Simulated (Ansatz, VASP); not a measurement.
**Two plane-wave programs on Si3N4**

```
CELL_PARAMETERS angstrom
4.13078 0.00000 0.00000
0.00000 4.13078 0.00000
0.00000 0.00000 4.13078
ATOMIC_POSITIONS crystal
Si 0.00000 0.00000 0.50000
Si 0.50000 0.00000 0.00000
Si 0.00000 0.50000 0.00000
N 0.23952 0.23952 0.76048
N 0.76048 0.76048 0.76048
N 0.23952 0.76048 0.23952
N 0.76048 0.23952 0.23952
```

The cell was built by a generator and needn't be a form met in nature.

Alike in both runs: task relaxation of cell and atoms; functional PBEsol; k mesh 7 × 7 × 7; occupations fermi-dirac, width 0.05 eV; no spin polarisation.

|  | VASP | Ansatz |
| --- | --- | --- |
| version | VASP 6.6.1 | Ansatz 0.2.0 |
| potentials or method | VASP PAW PBE potentials, release 64 (Si, N) | Ansatz PAW |
| plane-wave cutoff (eV) | 600 | 420 |
| valence electrons in the cell | 32 | 32 |

VASP gave:

```
gap on the k mesh at the Fermi level, each at its own relaxed structure (eV) : 2.61
relaxed volume (Å³/atom)                                                     : 9.89
relaxed cell length with the largest relative difference (Å)                 : 4.106
energy change over the relaxation (meV/atom)                                 : -2
```

Question: Which values does Ansatz return?

Answer: gap on the k mesh at the Fermi level, each at its own relaxed structure (eV): 2.63; relaxed volume (Å³/atom): 9.88; relaxed cell length with the largest relative difference (Å): 4.105; energy change over the relaxation (meV/atom): -2.

Caveats: the PAW data sets were made with another functional, which shifts forces and pressure a little (VASP); an odd mesh through Γ misses points on the zone boundary, where band edges often lie (VASP); odd divisions of the mesh miss points on the zone boundary, where band edges often lie, so the gap on the mesh can be too wide (Ansatz); the plane-wave basis is chosen anew once the cell has moved, so the energies of steps on either side of that aren't comparable (Ansatz); the pressure holds a Pulay correction of +0.5 GPa for the finite cutoff (Ansatz); the PAW data sets come from PBE, with cores solved anew for the run's functional, which leaves a small shift of forces and pressure (Ansatz). PBEsol gaps usually lie below the measured ones, often by a third to a half.
